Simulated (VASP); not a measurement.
A run of VASP 6.6.1 is set up as follows.

Contents of INCAR:

```
SYSTEM = Mo
  ALGO = Normal
  EDIFF = 1E-7
  EDIFFG = -0.002
  ENCUT = 520
  GGA = PS
  IBRION = 2
  ISIF = 3
  ISMEAR = 0
  LASPH = .True.
  LCHARG = .False.
  LREAL = .False.
  LWAVE = .False.
  NELM = 80
  NSW = 80
  PREC = Accurate
  SIGMA = 0.1
```

KPOINTS

```
k-points
0
Gamma
  18 18 18
  0 0 0
```

File POSCAR:

```
Mo                                      
1.0
   -1.5656326600      1.5656326600      1.5656326600
    1.5656326600     -1.5656326600      1.5656326600
    1.5656326600      1.5656326600     -1.5656326600
  Mo            
     1
Direct
     0.0000000000000000    1.0000000000000000    1.0000000000000000
```

Potentials or basis: VASP PAW PBE potentials, release 64 (Mo_sv).

Run with:

```console
$ cat potpaw_PBE.64/Mo_sv/POTCAR > POTCAR
$ mpirun -np 1 vasp_std > vasp.out
```

(1) Predict the band gap on the k mesh.

Results:

(1) none (metal or under the smearing width).
